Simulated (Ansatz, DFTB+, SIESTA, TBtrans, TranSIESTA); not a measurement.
**Green-function transport: Ag chain with one O atom in line (relaxed at zero bias, lead layers held)**

A study of how the conductance of Ag chain with one O atom in line (relaxed at zero bias, lead layers held) changes with the level of theory. The current runs along the third cell vector; the first and last atoms are layers of the leads.

Calculated with SIESTA 5.4.2, Ansatz 0.2.0, TranSIESTA 5.4.2, TBtrans 5.4.2 and DFTB+ 25.1 with libNEGF; PBE, numerical atomic orbitals (DZP), PseudoDojo norm-conserving files converted to PSML; other levels are named step by step, in the first sound run; inputs show where later runs differ.

Most raw output is cut from this account.

## (1) Set-up

The cell holds 11 atoms: 10 Ag and 1 O. Its edges and angles: a = 9.000 Å, b = 9.000 Å, c = 27.548 Å, α = 90.0°, β = 90.0°, γ = 90.0°. Regions: left electrode layer, 3 atoms (3 Ag); scattering region, 5 atoms (4 Ag and 1 O); right electrode layer, 3 atoms (3 Ag). Vacuum lies along a and b. The structure's axis is c.

## (2) Relaxation with the leads held

Contact distances set the coupling to the leads, so they are relaxed before any transport step; the lead layers are held so that they stay copies of the electrode cell.

File RELAX.fdf:

```
SystemLabel RELAX
NumberOfAtoms 11
NumberOfSpecies 2
%block ChemicalSpeciesLabel
  1 47 Ag
  2 8 O
%endblock ChemicalSpeciesLabel
LatticeConstant 1.0 Ang
%block LatticeVectors
  9.000000 0.000000 0.000000
  0.000000 9.000000 0.000000
  0.000000 0.000000 27.548200
%endblock LatticeVectors
AtomicCoordinatesFormat Ang
%block AtomicCoordinatesAndAtomicSpecies
  4.500000 4.500000 1.330000 1
  4.500000 4.500000 3.990000 1
  4.500000 4.500000 6.650000 1
  4.500000 4.500000 9.310000 1
  4.500000 4.500000 11.970000 1
  4.500000 4.500000 13.774100 2
  4.500000 4.500000 15.578200 1
  4.500000 4.500000 18.238200 1
  4.500000 4.500000 20.898200 1
  4.500000 4.500000 23.558200 1
  4.500000 4.500000 26.218200 1
%endblock AtomicCoordinatesAndAtomicSpecies
XC.Functional GGA
XC.Authors PBE
PAO.BasisSize DZP
PAO.EnergyShift 0.01 Ry
PAO.SplitNorm 0.15
Mesh.Cutoff 300 Ry
ElectronicTemperature 800 K
Spin non-polarized
MaxSCFIterations 100
SCF.MustConverge false
SCF.DM.Tolerance 0.0002
SCF.H.Tolerance 0.002 eV
SCF.Mixer.Method Pulay
SCF.Mixer.Weight 0.1
SCF.Mixer.History 10
WriteMullikenPop 1
%block kgrid.MonkhorstPack
  1 0 0 0.0
  0 1 0 0.0
  0 0 4 0.0
%endblock kgrid.MonkhorstPack
MD.TypeOfRun Broyden
MD.Steps 40
MD.MaxForceTol 0.05 eV/Ang
MD.MaxDispl 0.15 Ang
Geometry.Must.Converge false
WriteForces true
WriteMDXmol true
%block Geometry.Constraints
  atom [1 -- 3]
  atom [9 -- 11]
%endblock Geometry.Constraints
```

Launch:

```bash
> OMP_NUM_THREADS=1 mpirun -n 2 siesta RELAX.fdf > relax.out
```

It took 3.8 min on 2 MPI ranks of Intel Xeon at 2.70GHz, shared host; peak memory 0.73 GiB.

Relaxation path:

```csv
step,energy less that of the first step (eV)
1,0.0000
2,-0.4677
3,-0.5638
4,0.0437
5,-0.6218
6,-0.6260
7,-0.6281
```

The atoms that moved most (Å):

| atom | dx | dy | dz | length |
| --- | --- | --- | --- | --- |
| Ag5 | 0.000 | 0.000 | -0.173 | 0.173 |
| Ag7 | 0.000 | 0.000 | 0.173 | 0.173 |
| Ag4 | 0.000 | 0.000 | -0.098 | 0.098 |
| Ag8 | 0.000 | 0.000 | 0.098 | 0.098 |

This step gave:

* free energy: -42594.7417 eV
* Fermi energy: -4.318 eV
* orbitals: 203
* largest force component on a free atom: 0.01258 eV/Å
* geometry steps: 8

The path lists 7 of the run's 8 geometries; the energy of the last one is missing from the table. From the first geometry to the last the energy changes by -0.629 eV.

## (3) The same cell by plane waves

This step: PBE, plane waves with PAW; transmission by layers (Ansatz 0.2.0).

Plane waves have no basis tied to the atoms, so this run checks the orbital bases from outside. It uses PAW potentials and a periodic cell whose end atoms stand for the leads. Level: PBE, plane waves with PAW; transmission by layers.

File input.yaml:

```yaml
crystal:
  lattice:
    - [9.0, 0.0, 0.0]
    - [0.0, 9.0, 0.0]
    - [0.0, 0.0, 27.5482]
  atoms:
    - { symbol: Ag, position: [0.5000000001, 0.5000000001, 0.0482790164] }
    - { symbol: Ag, position: [0.5000000001, 0.5000000001, 0.1448370493] }
    - { symbol: Ag, position: [0.5000000001, 0.5000000001, 0.2413950821] }
    - { symbol: Ag, position: [0.5000000002, 0.5, 0.3343870921] }
    - { symbol: Ag, position: [0.4999999998, 0.5000000001, 0.4282434707] }
    - { symbol: O, position: [0.5, 0.5, 0.5000000004] }
    - { symbol: Ag, position: [0.5000000006, 0.5000000006, 0.5717565283] }
    - { symbol: Ag, position: [0.4999999993, 0.4999999999, 0.6656129067] }
    - { symbol: Ag, position: [0.5000000001, 0.5000000001, 0.7586049181] }
    - { symbol: Ag, position: [0.5000000001, 0.5000000001, 0.8551629509] }
    - { symbol: Ag, position: [0.5000000001, 0.5000000001, 0.9517209838] }
kpoints:
  mp_grid: { grid: [1, 1, 3] }
hamiltonian:
  xc: pbe
scf:
  occupations: { method: fermi_dirac, width: 0.05 }
output:
  transmission:
    leads: [[0, 1]]
    e_range: [-2.0, 2.0]
    de: 0.05
    kmesh: [1, 1]
    reduced_basis: true
  write_potential: true
  write_density: true
  volumetric_format: npy
```

Launch:

```bash
> ansatz run input.yaml --threads 2 --pin off --max-ram 4096MiB --backend cpu --events-out ev --progress --plain --runs-dir out
```

Wall time 3.7 min (2 threads); peak memory 2.6 GiB.

This step gave:

```yaml
free_energy: -76456.1506 eV
transmission_at_the_fermi_level: 0.2414
```

One spin. Transmission against energy, zero at the Fermi level:

```csv
energy (eV),transmission
-2.000,2.24
-1.800,0.178
-1.600,0
-1.400,0
-1.200,0
-1.000,9.7e-4
-0.800,0.0127
-0.600,0.535
-0.550,0.992
-0.400,0.422
-0.200,0.277
0.000,0.241
0.200,0.219
0.400,0.204
0.600,0.198
0.800,0.196
1.000,0.197
1.200,0.197
1.400,0.196
1.600,0.193
1.800,0.189
2.000,0.185
```

One spin. Table of open channels of the lead by energy, zero at the Fermi level:

```
energy (eV)  open channels of the lead
      -2.00                          3
      -1.85                          1
      -1.70                          0
      -1.60                          0
      -1.45                          0
      -1.30                          0
      -1.15                          0
      -1.05                          1
      -0.90                          1
      -0.75                          1
      -0.60                          1
      -0.50                          1
      -0.35                          1
      -0.20                          1
      -0.05                          1
       0.00                          1
       0.05                          1
       0.20                          1
       0.35                          1
       0.50                          1
       0.60                          1
       0.75                          1
       0.90                          1
       1.05                          1
       1.15                          1
       1.30                          1
       1.45                          1
       1.60                          1
       1.70                          1
       1.85                          1
       2.00                          1
```

The transmission at the Fermi level is 0.241.

The transmission at the Fermi level comes to 0.241.

## (4) Bulk run of the lead

This step: PBE, numerical atomic orbitals (DZP), PseudoDojo norm-conserving files converted to PSML; periodic bulk run (SIESTA 5.4.2).

System of this step: principal layer of the lead. The cell holds 3 atoms: 3 Ag. Its edges and angles: a = 9.000 Å, b = 9.000 Å, c = 7.980 Å, α = 90.0°, β = 90.0°, γ = 90.0°. Vacuum lies along a and b. The structure's axis is c.

The half-infinite leads enter through self-energies, which come from the Hamiltonian of one bulk principal layer. This run also gives the lead's Fermi level, to which the junction is matched.

File ELEC.fdf:

```
SystemLabel ELEC
NumberOfAtoms 3
NumberOfSpecies 2
%block ChemicalSpeciesLabel
  1 47 Ag
  2 8 O
%endblock ChemicalSpeciesLabel
LatticeConstant 1.0 Ang
%block LatticeVectors
  9.000000 0.000000 0.000000
  0.000000 9.000000 0.000000
  0.000000 0.000000 7.980000
%endblock LatticeVectors
AtomicCoordinatesFormat Ang
%block AtomicCoordinatesAndAtomicSpecies
  4.500000 4.500000 1.330000 1
  4.500000 4.500000 3.990000 1
  4.500000 4.500000 6.650000 1
%endblock AtomicCoordinatesAndAtomicSpecies
XC.Functional GGA
XC.Authors PBE
PAO.BasisSize DZP
PAO.EnergyShift 0.01 Ry
PAO.SplitNorm 0.15
Mesh.Cutoff 300 Ry
ElectronicTemperature 300 K
Spin non-polarized
MaxSCFIterations 200
SCF.MustConverge true
SCF.DM.Tolerance 0.0001
SCF.H.Tolerance 0.001 eV
SCF.Mixer.Method Pulay
SCF.Mixer.Weight 0.1
SCF.Mixer.History 10
WriteMullikenPop 1
%block kgrid.MonkhorstPack
  1 0 0 0.0
  0 1 0 0.0
  0 0 38 0.0
%endblock kgrid.MonkhorstPack
Diag.ParallelOverK true
TS.HS.Save true
TS.DE.Save true
```

Launch:

```bash
> OMP_NUM_THREADS=1 mpirun -n 2 siesta ELEC.fdf > dzp.lead.out
```

The job ended after 11 s (2 MPI ranks; peak memory 0.45 GiB).

Numbers from this step:

- free energy: -12644.3608 eV
- Fermi energy: -4.135 eV
- orbitals: 57
- largest coupling past the next principal layer: 0 eV

SIESTA lists orbital radii in bohr. The longest on the lead's atoms, 6.90 bohr, is 3.65 Å, so two such orbitals overlap up to 7.30 Å; the nearest atoms of layers two apart are 10.64 Å apart. The projectors of the pseudopotentials let the Hamiltonian reach a little farther than the overlap.

A principal layer may touch only the next one. The stored Hamiltonian has no element past the next layer.

## (5) The junction at zero bias, case PBE, DZP

This step: PBE, numerical atomic orbitals (DZP), PseudoDojo norm-conserving files converted to PSML; open system by non-equilibrium Green functions (TranSIESTA 5.4.2).

System of this step: Ag chain with one O atom in line as built, then relaxed. The cell holds 11 atoms: 10 Ag and 1 O. Its edges and angles: a = 9.000 Å, b = 9.000 Å, c = 27.548 Å, α = 90.0°, β = 90.0°, γ = 90.0°. Regions: left electrode layer, 3 atoms (3 Ag); scattering region, 5 atoms (4 Ag and 1 O); right electrode layer, 3 atoms (3 Ag). Vacuum lies along a and b. The structure's axis is c.

Now the junction itself. A periodic cycle gives a start, then the density is found from Green functions with open boundaries, summed on a complex contour that starts below the deepest valence shell.

File DEV.fdf:

```
SystemLabel DEV
NumberOfAtoms 11
NumberOfSpecies 2
%block ChemicalSpeciesLabel
  1 47 Ag
  2 8 O
%endblock ChemicalSpeciesLabel
LatticeConstant 1.0 Ang
%block LatticeVectors
  9.000000 0.000000 0.000000
  0.000000 9.000000 0.000000
  0.000000 0.000000 27.548200
%endblock LatticeVectors
AtomicCoordinatesFormat Ang
%block AtomicCoordinatesAndAtomicSpecies
  4.500000 4.500000 1.330000 1
  4.500000 4.500000 3.990000 1
  4.500000 4.500000 6.650000 1
  4.500000 4.500000 9.211762 1
  4.500000 4.500000 11.797337 1
  4.500000 4.500000 13.774100 2
  4.500000 4.500000 15.750863 1
  4.500000 4.500000 18.336437 1
  4.500000 4.500000 20.898200 1
  4.500000 4.500000 23.558200 1
  4.500000 4.500000 26.218200 1
%endblock AtomicCoordinatesAndAtomicSpecies
XC.Functional GGA
XC.Authors PBE
PAO.BasisSize DZP
PAO.EnergyShift 0.01 Ry
PAO.SplitNorm 0.15
Mesh.Cutoff 300 Ry
ElectronicTemperature 300 K
Spin non-polarized
MaxSCFIterations 200
SCF.MustConverge true
SCF.DM.Tolerance 0.002
SCF.H.Tolerance 0.03 eV
TS.SCF.DM.Tolerance 0.0001
TS.SCF.H.Tolerance 2.205e-04 Ry
SCF.Mixer.Method Pulay
SCF.Mixer.Weight 0.1
SCF.Mixer.History 10
WriteMullikenPop 1
%block kgrid.MonkhorstPack
  1 0 0 0.0
  0 1 0 0.0
  0 0 6 0.0
%endblock kgrid.MonkhorstPack
%block TS.Elecs
  Left
  Right
%endblock TS.Elecs
%block TS.Elec.Left
  HS ELEC.TSHS
  DM-init bulk
  chemical-potential Left
  semi-inf-direction -A3
  electrode-position 1
  bulk true
  Eta 0.0001 eV
  Out-of-core true
  tbt.Out-of-core false
%endblock TS.Elec.Left
%block TS.Elec.Right
  HS ELEC.TSHS
  DM-init bulk
  chemical-potential Right
  semi-inf-direction +A3
  electrode-position end -1
  bulk true
  Eta 0.0001 eV
  Out-of-core true
  tbt.Out-of-core false
%endblock TS.Elec.Right
%block TS.ChemPots
  Left
  Right
%endblock TS.ChemPots
%block TS.ChemPot.Left
  mu V/2
  contour.eq
    begin
      C-Left
      T-Left
    end
%endblock TS.ChemPot.Left
%block TS.Contour.C-Left
  part circle
  from -110.0 eV + V/2 to -10 kT + V/2
  points 40
  method g-legendre
%endblock TS.Contour.C-Left
%block TS.Contour.T-Left
  part tail
  from prev to inf
  points 10
  method g-fermi
%endblock TS.Contour.T-Left
%block TS.ChemPot.Right
  mu -V/2
  contour.eq
    begin
      C-Right
      T-Right
    end
%endblock TS.ChemPot.Right
%block TS.Contour.C-Right
  part circle
  from -110.0 eV - V/2 to -10 kT - V/2
  points 40
  method g-legendre
%endblock TS.Contour.C-Right
%block TS.Contour.T-Right
  part tail
  from prev to inf
  points 10
  method g-fermi
%endblock TS.Contour.T-Right
TS.Elecs.Neglect.Principal true
TS.Contours.Eq.Pole 2.5 eV
%block TS.Contours.nEq
  neq
%endblock TS.Contours.nEq
%block TS.Contour.nEq.neq
  part line
  from -|V|/2 - 5 kT to |V|/2 + 5 kT
  delta 0.02 eV
  method mid-rule
%endblock TS.Contour.nEq.neq
SaveElectrostaticPotential true
DM.UseSaveDM true
SolutionMethod transiesta
TS.Voltage 0 eV
TS.SCF.dQ.Converge false
TS.Contours.nEq.Eta 0.005 eV
```

Launch:

```bash
> OMP_NUM_THREADS=1 mpirun -n 2 siesta DEV.fdf > dzp.scf0.out
```

Wall time 1.8 min (2 MPI ranks); peak memory 0.74 GiB.

Numbers from this step:

| Property | Result |
| --- | --- |
| orbitals | 203 |
| excess charge of the open region | 0.124 e |

The open region is not held to a fixed charge; it ends 0.12 electron over neutrality, which is much: levels can be shifted.

## (6) Transmission at zero bias, case PBE, DZP

This step: PBE, numerical atomic orbitals (DZP), PseudoDojo norm-conserving files converted to PSML; open system by non-equilibrium Green functions (TBtrans 5.4.2).

T(E) comes from the Green function of the saved Hamiltonian with both leads attached, energy by energy.

File TBT.fdf:

```
TS.Voltage 0 eV
%block TBT.k
  1 0 0 0.0
  0 1 0 0.0
  0 0 1 0.0
%endblock TBT.k
%block TBT.Contour.line
  from -2.0125 eV to 2.0125 eV
  delta 0.025 eV
  method mid-rule
%endblock TBT.Contour.line
TBT.T.Bulk true
TBT.DOS.Gf true
TBT.T.Eig 3
TBT.Elecs.Eta 0.0001 eV
TBT.DOS.A true
TBT.Current.Orb true
%include DEV.fdf
```

Launch:

```bash
> OMP_NUM_THREADS=1 mpirun -n 2 tbtrans TBT.fdf > dzp.tbt0.out
```

The job ended after 3.2 s (2 MPI ranks; peak memory 0.18 GiB).

Numbers from this step:

* transmission at the Fermi level: 0.3930
* open channels of the lead: 0.9997
* conductance: 0.3963 G₀
* thermopower: 17.40 μV/K

One spin; set to 0 where a lead has no channel. The transmission by energy, zero at the Fermi level:

```csv
energy (eV),transmission
-2.000,1.76
-1.900,1.80
-1.800,1.97
-1.700,2.49
-1.650,2.97
-1.600,0.999
-1.500,0.793
-1.400,0
-1.300,0
-1.200,0
-1.100,8.4e-6
-1.000,7.3e-4
-0.900,0.00468
-0.800,0.0264
-0.700,0.145
-0.600,0.579
-0.500,0.979
-0.475,0.999
-0.400,0.949
-0.300,0.800
-0.200,0.641
-0.100,0.502
0.000,0.393
0.100,0.314
0.200,0.257
0.300,0.218
0.400,0.190
0.500,0.170
0.600,0.156
0.700,0.146
0.800,0.139
0.900,0.134
1.000,0.131
1.100,0.130
1.200,0.129
1.300,0.130
1.400,0.131
1.500,0.133
1.600,0.136
1.700,0.139
1.800,0.143
1.900,0.147
2.000,0.151
```

Mulliken DOS an atom, one spin over height of the atomic layer and energy from the Fermi level.

Values in states/eV, 22 rows by 5 columns, each cell a mean:
```
0.09 0.09 0.03 0.09 0.09
0.09 0.09 0.03 0.09 0.09
0.08 0.09 0.03 0.09 0.08
0.08 0.10 0.03 0.10 0.08
0.08 0.10 0.03 0.10 0.08
0.08 0.10 0.03 0.10 0.08
0.09 0.11 0.04 0.11 0.09
0.11 0.11 0.05 0.11 0.11
0.15 0.13 0.06 0.13 0.15
0.21 0.14 0.08 0.14 0.21
0.32 0.17 0.11 0.17 0.32
0.46 0.23 0.19 0.23 0.46
0.53 0.39 0.29 0.39 0.53
0.44 0.91 0.43 0.91 0.44
0.59 1.02 0.27 1.02 0.59
0.51 0.29 0.03 0.29 0.51
0.21 0.06 0.00 0.06 0.21
0.01 0.00 0.00 0.00 0.01
0.03 0.02 0.00 0.02 0.03
0.77 0.28 0.10 0.28 0.77
1.87 0.55 0.25 0.55 1.87
1.33 0.56 0.19 0.56 1.33
```
Columns: height of the atomic layer (Å) from 9.21 to 18.3 (not evenly spaced); rows upwards: energy from the Fermi level (eV) from -2 to 2.

One spin. Table of open channels of the lead by energy, zero at the Fermi level:

| energy (eV) | open channels of the lead |
| --- | --- |
| -2.000 | 3.00 |
| -1.900 | 3.00 |
| -1.800 | 3.00 |
| -1.700 | 3.00 |
| -1.600 | 0.999 |
| -1.500 | 0.998 |
| -1.400 | 7.3e-8 |
| -1.300 | 3.6e-9 |
| -1.200 | 1.5e-8 |
| -1.100 | 0.992 |
| -1.000 | 0.999 |
| -0.900 | 0.999 |
| -0.800 | 0.999 |
| -0.700 | 0.999 |
| -0.600 | 0.999 |
| -0.500 | 0.999 |
| -0.400 | 1.000 |
| -0.300 | 1.000 |
| -0.200 | 1.000 |
| -0.100 | 1.000 |
| 0.000 | 1.000 |
| 0.100 | 1.000 |
| 0.200 | 1.000 |
| 0.300 | 1.000 |
| 0.400 | 1.000 |
| 0.500 | 1.000 |
| 0.600 | 1.000 |
| 0.700 | 1.000 |
| 0.800 | 1.000 |
| 0.900 | 1.000 |
| 1.000 | 1.000 |
| 1.100 | 1.000 |
| 1.200 | 1.000 |
| 1.300 | 1.000 |
| 1.400 | 1.000 |
| 1.500 | 1.000 |
| 1.600 | 1.000 |
| 1.700 | 1.000 |
| 1.800 | 1.000 |
| 1.900 | 1.000 |
| 2.000 | 1.000 |

The density of states, device has structure finer than the step of the table below, so its rows give means over 0.1 eV, whole bins alone (the curve runs from -2 to 2 eV). Peaks (eV: height): -1.65: 6.38, -0.57: 4.01.

One spin; device region. Density of states, device against energy, zero at the Fermi level; means over each step:

| energy (eV) | density of states, device (states/eV) |
| --- | --- |
| -1.9 | 4.08 |
| -1.8 | 4.56 |
| -1.7 | 5.64 |
| -1.6 | 3.11 |
| -1.5 | 1.03 |
| -1.4 | 0.0340 |
| -1.3 | 0.00110 |
| -1.2 | 4.3e-4 |
| -1.1 | 0.127 |
| -1.0 | 0.588 |
| -0.9 | 1.10 |
| -0.8 | 1.84 |
| -0.7 | 2.94 |
| -0.6 | 3.90 |
| -0.5 | 3.45 |
| -0.4 | 2.65 |
| -0.3 | 2.18 |
| -0.2 | 1.85 |
| -0.1 | 1.56 |
| 0.0 | 1.30 |
| 0.1 | 1.06 |
| 0.2 | 0.889 |
| 0.3 | 0.755 |
| 0.4 | 0.653 |
| 0.5 | 0.576 |
| 0.6 | 0.518 |
| 0.7 | 0.474 |
| 0.8 | 0.442 |
| 0.9 | 0.418 |
| 1.0 | 0.400 |
| 1.1 | 0.389 |
| 1.2 | 0.381 |
| 1.3 | 0.377 |
| 1.4 | 0.376 |
| 1.5 | 0.377 |
| 1.6 | 0.380 |
| 1.7 | 0.385 |
| 1.8 | 0.391 |
| 1.9 | 0.397 |

Table of eigenchannel transmission by energy, zero at the Fermi level:

| energy (eV) | channel 1 | channel 2 | channel 3 |
| --- | --- | --- | --- |
| -2.000 | 0.980 | 0.389 | 0.389 |
| -1.900 | 0.963 | 0.416 | 0.416 |
| -1.800 | 0.955 | 0.506 | 0.506 |
| -1.700 | 0.967 | 0.760 | 0.760 |
| -1.600 | 0.998 | 2.8e-4 | 2.8e-4 |
| -1.500 | 0.793 | 3.4e-8 | 3.4e-8 |
| -1.400 | 1.7e-5 | 2.3e-9 | 2.3e-9 |
| -1.300 | 3.6e-8 | 4.4e-10 | 4.4e-10 |
| -1.200 | 4.5e-9 | 1.3e-10 | 1.3e-10 |
| -1.100 | 8.4e-6 | 7.0e-11 | 5.1e-11 |
| -1.000 | 7.3e-4 | 2.4e-11 | 2.4e-11 |
| -0.900 | 0.00468 | 1.4e-11 | 1.4e-11 |
| -0.800 | 0.0264 | 8.5e-12 | 8.5e-12 |
| -0.700 | 0.145 | 6.1e-12 | 6.1e-12 |
| -0.600 | 0.579 | 4.9e-12 | 4.9e-12 |
| -0.500 | 0.979 | 4.4e-12 | 4.4e-12 |
| -0.400 | 0.949 | 4.6e-12 | 4.6e-12 |
| -0.300 | 0.800 | 5.9e-12 | 5.9e-12 |
| -0.200 | 0.641 | 1.1e-11 | 1.1e-11 |
| -0.100 | 0.502 | 5.8e-11 | 5.8e-11 |
| 0.000 | 0.393 | 8.9e-11 | 8.9e-11 |
| 0.100 | 0.314 | 5.9e-12 | 5.9e-12 |
| 0.200 | 0.257 | 1.6e-12 | 1.6e-12 |
| 0.300 | 0.218 | 6.6e-13 | 6.6e-13 |
| 0.400 | 0.190 | 3.4e-13 | 3.4e-13 |
| 0.500 | 0.170 | 2.3e-13 | 1.9e-13 |
| 0.600 | 0.156 | 2.3e-13 | 1.2e-13 |
| 0.700 | 0.146 | 2.3e-13 | 8.4e-14 |
| 0.800 | 0.139 | 2.2e-13 | 6.1e-14 |
| 0.900 | 0.134 | 2.2e-13 | 4.7e-14 |
| 1.000 | 0.131 | 2.2e-13 | 3.7e-14 |
| 1.100 | 0.130 | 2.1e-13 | 3.1e-14 |
| 1.200 | 0.129 | 2.1e-13 | 2.7e-14 |
| 1.300 | 0.130 | 2.1e-13 | 2.4e-14 |
| 1.400 | 0.131 | 2.1e-13 | 2.3e-14 |
| 1.500 | 0.133 | 2.0e-13 | 2.2e-14 |
| 1.600 | 0.136 | 2.0e-13 | 2.1e-14 |
| 1.700 | 0.139 | 2.0e-13 | 2.2e-14 |
| 1.800 | 0.143 | 1.9e-13 | 2.3e-14 |
| 1.900 | 0.147 | 1.9e-13 | 2.5e-14 |
| 2.000 | 0.151 | 1.9e-13 | 2.9e-14 |

The conductance is 0.396 G0. At the Fermi level one eigenchannel carries it, with T = 0.39. By hand: With G0 = 2e²/h = 77.48 µS, G = 0.396 × 77.48 µS = 30.7 µS, a resistance of 32.6 kΩ. Mott's formula S = −(π²k²T/3e) d ln T/dE has the factor 7.33 µV/K × eV at 300 K; T(−0.05 eV) = 0.4436 and T(+0.05 eV) = 0.3499 give a slope of -2.37 per eV and S ≈ 17.4 µV/K, against 17.4 from the full integral. The shot noise follows from the channels: F = ΣT(1 − T)/ΣT = 0.239 / 0.393 = 0.61.

(Continued in part 2 of 3.)

[Logs are printed without paths, hosts, clocks, repeated set-up lines and the standing remarks that a program may print on its own settings, such as how far it seeks lower states.]

[Hosts, paths, dates, database ids (printed as entryN), source tags and the programs' standing remarks are cut or masked in the printed files.]
